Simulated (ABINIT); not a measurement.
Runs of ABINIT 10.8.3 (patched build) on NiO. The structure is cubic, space group Fm-3m (No. 225). Conventional cell: a = 4.172 Å, b = 4.172 Å, c = 4.172 Å, α = 90.00°, β = 90.00°, γ = 90.00°. Around Ni (site symmetry m-3m) lie 6 O at 2.09 Å. O (site symmetry m-3m) is surrounded by 6 Ni at 2.09 Å. 

| task | level | potentials or basis | k mesh | cutoff (eV) | fine-grid cutoff | gap on the mesh (eV) | pressure (GPa) | moment (μB) |
| --- | --- | --- | --- | --- | --- | --- | --- | --- |
| band structure | PW91 | JTH PAW PBE v2.0 | 9 × 9 × 9 | 1333 | 2000.04 eV | none | -2.7 | 0.00 |
| band structure | revPBE | JTH PAW PBE v2.0 | 9 × 9 × 9 | 1333 | 2000.04 eV | none | 2.5 | 0.00 |
| band structure | WC | JTH PAW PBE v2.0 | 9 × 9 × 9 | 1333 | 2000.04 eV | none | -11.4 | 0.00 |
| single point | PBEsol | PseudoDojo NC SR PBEsol v0.4.1 standard | 11 × 11 × 11 | 1333 | - | none | (a) | 0.00 |
| band structure | AM05 | JTH PAW PBE v2.0 | 9 × 9 × 9 | 1333 | 2000.04 eV | none | -11.4 | 0.44 |

Alike in all rows: spin collinear, ferromagnetic start; cell as given; smearing fermi-dirac 0.05 eV.

Q: Estimate the missing entries.

A: (a) -12.3.

Caveats: small starting moments can end in a higher magnetic state in this program; semilocal functionals often make such compounds metallic where correlation or magnetic order opens a gap, which also shifts bond lengths; the PAW data sets were made with another functional, which shifts forces and pressure a little (some runs); a cell with one magnetic atom can't hold antiferromagnetic order, which such compounds often take (some runs).

A gap of «none» marks a metal or a gap under the smearing width.
